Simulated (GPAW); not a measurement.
Write an ASE script for GPAW 26.7.0 that does the following.

| Property | Result |
| --- | --- |
| Task | single point |
| Functional | PBEsol |
| Potentials or basis | PAW data sets generated in the run's folder for this functional |
| Cutoff | 600 eV |
| Basis | pw |
| k mesh | 6 × 6 × 6 |
| Occupations | fermi-dirac, width 0.05 eV |
| Spin | no spin polarisation |
| Maxiter | 150 |

Crystal: CoSi.

```xyz
8
Lattice="4.4380 0.0000 0.0000 0.0000 4.4380 0.0000 0.0000 0.0000 4.4380" Properties=species:S:1:pos:R:3 pbc="T T T"
Co    3.8167    2.8403    1.5977
Co    2.8403    1.5977    3.8167
Co    1.5977    3.8167    2.8403
Co    0.6213    0.6213    0.6213
Si    0.6968    1.5222    2.9158
Si    1.5222    2.9158    0.6968
Si    2.9158    0.6968    1.5222
Si    3.7412    3.7412    3.7412
```

These files were run (other wordings do the same):

run.py

```python
from ase import Atoms
from ase.dft.bandgap import bandgap
from ase.io import write
from ase.units import GPa
from gpaw import GPAW, PW, setup_paths

setup_paths.insert(0, '.')

atoms = Atoms(['Co', 'Co', 'Co', 'Co', 'Si', 'Si', 'Si', 'Si'],
              cell=[[4.438, 0.0, 0.0],
                    [0.0, 4.438, 0.0],
                    [0.0, 0.0, 4.438]],
              scaled_positions=[[0.86, 0.64, 0.36],
                                [0.64, 0.36, 0.86],
                                [0.36, 0.86, 0.64],
                                [0.14, 0.14, 0.14],
                                [0.157, 0.343, 0.657],
                                [0.343, 0.657, 0.157],
                                [0.657, 0.157, 0.343],
                                [0.843, 0.843, 0.843]],
              pbc=True)

calc = GPAW(mode=PW(600),
            xc='PBEsol',
            kpts={'size': (6, 6, 6), 'gamma': True},
            occupations={'name': 'fermi-dirac', 'width': 0.05},
            nbands=51,
            convergence={'density': 1e-05, 'energy': 1e-05},
            maxiter=150,
            txt='gpaw.txt')
atoms.calc = calc
energy = atoms.get_potential_energy()
forces = atoms.get_forces()
stress = atoms.get_stress()
calc.write('gs.gpw')
write('result.traj', atoms)
print(f'Energy: {energy:.6f} eV')
print('Forces (eV/A):')
print(forces.round(4))
print('Stress (GPa):', (stress / GPa).round(3))
print('Fermi level:', round(calc.get_fermi_level(), 4), 'eV')
print(f'Gap: {bandgap(calc)[0]:.4f} eV, direct: {bandgap(calc, direct=True)[0]:.4f} eV')
```

Potentials or basis: PAW data sets generated in the run's folder for this functional, pw.

Run with:

```bash
$ gpaw-setup -f PBEsol Co Si
$ OMP_NUM_THREADS=1 python run.py
```

Results of the run:

```
Pressure               : -5.9 GPa
Largest force          : 0.270 eV/Å
Band gap on the k mesh : none (metal or under the smearing width)
```

Run time: 3.2 min on 1 thread of Arm Neoverse V1, on a shared host, peak memory 0.3 GiB.
